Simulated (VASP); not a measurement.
# GaN (P6_3mc) in VASP: relaxation of cell and atoms with PBEsol

Aim: the relaxation of cell and atoms of GaN with PBEsol.

Program: VASP 6.6.1. These are calculated values, not measurements. Logs are shortened: lines on timing, memory, paths and dates and some standing lists are left out, and cuts for length are marked.

## 1. The crystal as given

It takes space group P6_3mc (No. 186, hexagonal). Conventional cell: a = 3.180 Å, b = 3.180 Å, c = 5.184 Å, α = 90.00°, β = 90.00°, γ = 120.00°. Around Ga (site symmetry 3m) lie 4 N at 1.94 to 1.95 Å. N (site symmetry 3m) is surrounded by 4 Ga at 1.94 to 1.95 Å.

## 2. Relaxation of cell and atoms, PBEsol

The input, INCAR:

```
SYSTEM = GaN
ALGO = Normal ; EDIFF = 1E-7
EDIFFG = -0.005 ; ENCUT = 600
GGA = PS ; IBRION = 2
ISIF = 3 ; ISMEAR = 0
LASPH = .True. ; LCHARG = .False.
LREAL = .False. ; LWAVE = .False.
NELM = 80 ; NSW = 90
PREC = Accurate ; SIGMA = 0.03
```

The input, KPOINTS:

```
k-points
0
Gamma
  12 12 5
  0 0 0
```

The input, POSCAR:

```
GaN                                     
1.0
    3.1796023992      0.0000000000     -0.0000000000
   -1.5898011996      2.7536164476      0.0000000000
    0.0000000000      0.0000000000      5.1837581135
  Ga              N             
     2     2
Direct
     0.3333333300000021    0.6666666699999979    0.9992962099435415
     0.6666666699999979    0.3333333300000021    0.4992962099435415
     0.3333333300000021    0.6666666699999979    0.3757037900564585
     0.6666666699999979    0.3333333300000021    0.8757037900564585
```

Potentials or basis: VASP PAW PBE potentials, release 64 (Ga_d, N).

Command:

```sh
> cat potpaw_PBE.64/Ga_d/POTCAR potpaw_PBE.64/N/POTCAR > POTCAR
> mpirun -np 1 vasp_std > vasp.out
```

OUTCAR:

```text
SYSTEM = GaN
   EDIFF = 1E-7
   EDIFFG = -0.005
   ENCUT = 600
   GGA = PS
   IBRION = 2
   ISIF = 3
   ISMEAR = 0
   LASPH = .True.
   LREAL = .False.
   NELM = 80
   NSW = 90
   PREC = Accurate

 ion  position               nearest neighbor table
   1  0.333  0.667  0.999-   4 1.94   4 1.94   4 1.94   3 1.95
   2  0.667  0.333  0.499-   3 1.94   3 1.94   3 1.94   4 1.95
   3  0.333  0.667  0.376-   2 1.94   2 1.94   2 1.94   1 1.95
   4  0.667  0.333  0.876-   1 1.94   1 1.94   1 1.94   2 1.95

  LATTYP: Found a hexagonal cell.
 ALAT       =     3.1796023992
 C/A-ratio  =     1.6303164555

  Lattice vectors:

 A1 = (   3.1796023992,   0.0000000000,   0.0000000000)
 A2 = (  -1.5898011996,   2.7536164476,   0.0000000000)
 A3 = (   0.0000000000,   0.0000000000,   5.1837581135)

Analysis of symmetry for initial positions (statically):
=====================================================================
 Subroutine PRICEL returns:
 Original cell was already a primitive cell.

 Routine SETGRP: Setting up the symmetry group for a
 hexagonal supercell.

 Subroutine GETGRP returns: Found 12 space group operations
 (whereof  6 operations were pure point group operations)
 out of a pool of 24 trial point group operations.

The static configuration has the point symmetry C_3v.
 The point group associated with its full space group is C_6v.

Analysis of symmetry for dynamics (positions and initial velocities):
=====================================================================
 Subroutine PRICEL returns:
 Original cell was already a primitive cell.

 Routine SETGRP: Setting up the symmetry group for a
 hexagonal supercell.

 Subroutine GETGRP returns: Found 12 space group operations
 (whereof  6 operations were pure point group operations)
 out of a pool of 24 trial point group operations.

The dynamic configuration has the point symmetry C_3v.
 The point group associated with its full space group is C_6v.

 Subroutine INISYM returns: Found 12 space group operations
 (whereof  6 operations are pure point group operations),
 and found     1 'primitive' translations

----------------------------------------------------------------------------------------

                                     Primitive cell

  volume of cell :      45.3859

  direct lattice vectors                    reciprocal lattice vectors
     3.179602399  0.000000000  0.000000000     0.314504732  0.181579392  0.000000000
    -1.589801200  2.753616448  0.000000000     0.000000000  0.363158784  0.000000000
     0.000000000  0.000000000  5.183758113     0.000000000  0.000000000  0.192910236

  length of vectors
     3.179602399  3.179602396  5.183758113     0.363158783  0.363158784  0.192910236

  position of ions in fractional coordinates (direct lattice)
     0.333333330  0.666666670  0.999296210
     0.666666670  0.333333330  0.499296210
     0.333333330  0.666666670  0.375703790
     0.666666670  0.333333330  0.875703790

  ion indices of the primitive-cell ions
   primitive index   ion index
                 1           1
                 2           2
                 3           3
                 4           4

----------------------------------------------------------------------------------------

 KPOINTS: k-points

Automatic generation of k-mesh.
 Grid dimensions read from file:
 generate k-points for:   12   12    5

 Generating k-lattice:

  Cartesian coordinates                     Fractional coordinates (reciprocal lattice)
     0.026208728  0.015131616  0.000000000     0.083333333  0.000000000  0.000000000
     0.000000000  0.030263232  0.000000000     0.000000000  0.083333333  0.000000000
     0.000000000  0.000000000  0.038582047     0.000000000  0.000000000  0.200000000

  Length of vectors
     0.030263232  0.030263232  0.038582047

  Shift w.r.t. Gamma in fractional coordinates (k-lattice)
     0.000000000  0.000000000  0.000000000

 Subroutine IBZKPT returns following result:
 ===========================================

 Found     57 irreducible k-points:

 Following reciprocal coordinates:
            Coordinates               Weight
  0.000000  0.000000  0.000000      1.000000
  0.083333 -0.000000  0.000000      6.000000
  0.166667 -0.000000  0.000000      6.000000
  0.250000  0.000000  0.000000      6.000000
  0.333333 -0.000000  0.000000      6.000000
  0.416667  0.000000  0.000000      6.000000
[... 16 lines left out ...]
  0.250000  0.000000  0.200000     12.000000
  0.333333 -0.000000  0.200000     12.000000
 [... further k-points ...]
   k-points           NKPTS =     57   k-points in BZ     NKDIM =     57   number of bands    NBANDS=     22
   number of dos      NEDOS =    301   number of ions     NIONS =      4
   total plane-waves  NPLWV =  32928
   dimension x,y,z NGX =    28 NGY =   28 NGZ =   42
   dimension x,y,z NGXF=    56 NGYF=   56 NGZF=   84
   ions per type =               2   2
   NGX,Y,Z   is equivalent  to a cutoff of  14.64, 14.64, 13.47 a.u.
   NGXF,Y,Z  is equivalent  to a cutoff of  29.28, 29.28, 26.94 a.u.
 SYSTEM =  GaN
   PREC   = accura    normal or accurate (medium, high low for compatibility)
   ISTART =      0    job   : 0-new  1-cont  2-samecut
   ICHARG =      2    charge: 1-file 2-atom 10-const
   ISPIN  =      1    spin polarized calculation?
   LNONCOLLINEAR =      F non collinear calculations
   LSORBIT =      F    spin-orbit coupling
   LASPH  =      T    aspherical Exc in radial PAW
   ENCUT  =  600.0 eV  44.10 Ry    6.64 a.u.   6.35  6.35 10.35*2*pi/ulx,y,z
   NELM   =     80;   NELMIN=  2; NELMDL= -5     # of ELM steps
   EDIFF  = 0.1E-06   stopping-criterion for ELM
   LREAL  =      F    real-space projection
   EDIFFG = -.5E-02   stopping-criterion for IOM
   NSW    =     90    number of steps for IOM
   IBRION =      2    ionic relax: 0-MD 1-quasi-New 2-CG
   NFREE  =      1    steps in history (QN), initial steepest desc. (CG)
   ISIF   =      3    stress and relaxation
   ISYM   =      2    0-nonsym 1-usesym 2-fastsym
   POTIM  = 0.5000    time-step for ionic-motion
   TEBEG  =    0.0;   TEEND  =   0.0 temperature during run
   PSTRESS=    0.0 pullay stress
   NELECT =      36.0000    total number of electrons
   NUPDOWN=      -1.0000    fix difference up-down
   EMIN   =  10.00;   EMAX   =-10.00  energy-range for DOS
   EFERMI =   0.00;   METHOD = LEGACY
   ISMEAR =     0;   SIGMA  =   0.03  broadening in eV -4-tet -1-fermi 0-gaus
   EFERMI_NEDOS =   21; number of points for ismear=-14 and -15
   IALGO  =     38    algorithm
   IMIX   =      4    mixing-type and parameters
     AMIX     =   0.40;   BMIX     =  1.00
     AMIX_MAG =   1.60;   BMIX_MAG =  1.00
  volume/ion in A,a.u.               =      11.35        76.57
  Fermi-wavevector in a.u.,A,eV,Ry     =   1.515428  2.863744 31.246083  2.296522
  Thomas-Fermi vector in A             =   2.624953
   LORBIT       =      0    0 simple, 1 ext, 2 COOP (PROOUT), +10 PAW based schemes
   GGA     = PS    functional components
   LHFCALC =     F    Hartree Fock is set to
   AEXX    =    0.0000 exact exchange contribution
   IVDW    =     0    specifies the selected vdW correction
   LEPSILON=     F    determine dielectric tensor
   LRPA    =     F    only Hartree local field effects (RPA)
 conjugate gradient relaxation of ions
 non-spin polarized calculation
 Gauss-broadening in eV      SIGMA  =   0.03
  energy-cutoff  :      600.00
  volume of cell :       45.39
 maximum number of plane-waves:      1533
 NGX is ok and might be reduce to    28
   NGX = 13   NGY = 13   NGZ = 21

--------------------------------------- Ionic step        1  -------------------------------------------

 number of electron      35.9999995 magnetization

 Free energy of the ion-electron system (eV)
  ---------------------------------------------------
  ext. energy  EPLUGINS =         0.00000000
  ---------------------------------------------------
  free energy    TOTEN  =       -26.27206293 eV

  energy without entropy =      -26.27206293  energy(sigma->0) =      -26.27206293

------------------------ aborting loop because EDIFF is reached ----------------------------------------

  FORCE on cell =-STRESS in cart. coord.  units (eV):
  Direction    XX          YY          ZZ          XY          YZ          ZX
  --------------------------------------------------------------------------------------
  -------------------------------------------------------------------------------------
  Total        0.0163738      0.0163738     -0.0086505      0.0000000      0.0000000     -0.0000000
  in kB        0.5780136      0.5780136     -0.3053737      0.0000000      0.0000000     -0.0000000
  external PRESSURE =       0.2835512 kB  Pullay stress =       0.0000000 kB

 VOLUME and BASIS-vectors are now :
 -----------------------------------------------------------------------------
  energy-cutoff  :      600.00
  volume of cell :       45.39
      direct lattice vectors                 reciprocal lattice vectors
     3.179602399  0.000000000  0.000000000     0.314504732  0.181579392  0.000000000
    -1.589801200  2.753616448  0.000000000     0.000000000  0.363158784  0.000000000
     0.000000000  0.000000000  5.183758113     0.000000000  0.000000000  0.192910236

 POSITION                                       TOTAL-FORCE (eV/Angst)
 -----------------------------------------------------------------------------------
     -0.00000      1.83574      5.18011        -0.000000     -0.000000     -0.006013
      1.58980      0.91787      2.58823        -0.000000      0.000000     -0.006013
     -0.00000      1.83574      1.94756        -0.000000     -0.000000      0.006013
      1.58980      0.91787      4.53944         0.000000      0.000000      0.006013
 -----------------------------------------------------------------------------------
    total drift:                               -0.000011      0.000006     -0.000359

  FREE ENERGIE OF THE ION-ELECTRON SYSTEM (eV)
  ---------------------------------------------------
  free  energy   TOTEN  =       -26.2720629274 eV

  energy  without entropy=      -26.2720629274  energy(sigma->0) =      -26.27206293

--------------------------------------- Ionic step        2  -------------------------------------------

 number of electron      35.9999995 magnetization

 Free energy of the ion-electron system (eV)
  ---------------------------------------------------
  ext. energy  EPLUGINS =         0.00000000
  ---------------------------------------------------
  free energy    TOTEN  =       -26.27207221 eV

  energy without entropy =      -26.27207221  energy(sigma->0) =      -26.27207221

 E-fermi :   5.3933     XC(G=0): -11.9388

 val. band max:        5.2576113158   @ k =   0.0000   0.0000   0.0000
 cond. band min:       7.1628336467   @ k =   0.0000   0.0000   0.0000
 fundamental gap:      1.9052223309
 Fermi energy:         5.3932598728

 k-point     1 :       0.0000    0.0000    0.0000
  band No.  band energies     occupation
      1     -10.7776      2.00000
      2      -9.8022      2.00000
      3      -8.1505      2.00000
      4      -8.1343      2.00000
      5      -8.1343      2.00000
      6      -8.0712      2.00000
[... 14 lines left out ...]
     21      14.3807      0.00000
     22      15.0906      0.00000

 k-point     2 :       0.0833   -0.0000    0.0000
  band No.  band energies     occupation
      1     -10.7065      2.00000
      2      -9.7832      2.00000
      3      -8.1442      2.00000
      4      -8.1239      2.00000
      5      -8.1128      2.00000
      6      -8.0635      2.00000
[... 14 lines left out ...]
     21      14.1905      0.00000
     22      14.5850      0.00000
[... 523 lines left out ...]
     21      12.4826      0.00000
     22      13.5233      0.00000

 k-point    24 :       0.3333   -0.0000    0.2000
  band No.  band energies     occupation
      1      -9.9535      2.00000
      2      -9.6566      2.00000
      3      -8.0873      2.00000
      4      -8.0458      2.00000
      5      -8.0015      2.00000
      6      -7.9267      2.00000
[... 14 lines left out ...]
     21      12.2991      0.00000
     22      13.4376      0.00000

 [... further k-points ...]
[... 5 lines left out ...]
  --------------------------------------------------------------------------------------
  -------------------------------------------------------------------------------------
  Total       -0.0039970     -0.0039970     -0.0116926      0.0000000      0.0000000      0.0000000
  in kB       -0.1410593     -0.1410593     -0.4126414      0.0000000      0.0000000      0.0000000
  external PRESSURE =      -0.2315867 kB  Pullay stress =       0.0000000 kB

 VOLUME and BASIS-vectors are now :
 -----------------------------------------------------------------------------
  energy-cutoff  :      600.00
  volume of cell :       45.40
      direct lattice vectors                 reciprocal lattice vectors
     3.180230302  0.000000000 -0.000000000     0.314442636  0.181543541  0.000000000
    -1.590115151  2.754160227  0.000000000     0.000000000  0.363087082  0.000000000
     0.000000000  0.000000000  5.183217287     0.000000000  0.000000000  0.192930364

 POSITION                                       TOTAL-FORCE (eV/Angst)
 -----------------------------------------------------------------------------------
     -0.00000      1.83611      5.17928         0.000000     -0.000000     -0.002303
      1.59012      0.91805      2.58767        -0.000000      0.000000     -0.002303
     -0.00000      1.83611      1.94764         0.000000      0.000000      0.002303
      1.59012      0.91805      4.53925        -0.000000      0.000000      0.002303
 -----------------------------------------------------------------------------------
    total drift:                               -0.000011      0.000006      0.000109

  FREE ENERGIE OF THE ION-ELECTRON SYSTEM (eV)
  ---------------------------------------------------
  free  energy   TOTEN  =       -26.2720722100 eV

  energy  without entropy=      -26.2720722100  energy(sigma->0) =      -26.27207221

 reached required accuracy - stopping structural energy minimisation
```

Wall time 49 s (1 thread of Intel Xeon 6975P-C (Granite Rapids), shared host); peak memory 0.22 GiB.

What came out:

```
Free energy                            : -26.2721 eV
Relaxed volume                         : 11.35 Å³/atom
Relaxed cell                           : a = 3.180 Å, b = 3.180 Å, c = 5.183 Å, α = 90.00°, β = 90.00°, γ = 120.00°
Space group after relaxing (to 0.05 Å) : P6_3mc (No. 186)
Energy gained by relaxing              : 0.0 meV/atom
Ionic steps                            : 2
Pressure after relaxing                : 0.0 GPa
Band gap on the k mesh                 : 1.91 eV, direct
```

Forces in eV/Å, atoms in the order of the input:
```
Ga   0.000  0.000 -0.002
Ga   0.000  0.000 -0.002
N    0.000  0.000  0.002
N    0.000  0.000  0.002
```

Final structure:
```yaml
crystal:
  lattice:
    - [3.18023, 0.00000, 0.00000]
    - [-1.59012, 2.75416, 0.00000]
    - [0.00000, 0.00000, 5.18322]
  atoms:
    - { symbol: Ga, position: [0.33333, 0.66667, 0.99924] }
    - { symbol: Ga, position: [0.66667, 0.33333, 0.49924] }
    - { symbol: N, position: [0.33333, 0.66667, 0.37576] }
    - { symbol: N, position: [0.66667, 0.33333, 0.87576] }
```

Caveat: the PAW data sets were made with another functional, which shifts forces and pressure a little. A hybrid or GW would open this gap; PBEsol tends to underestimate it.
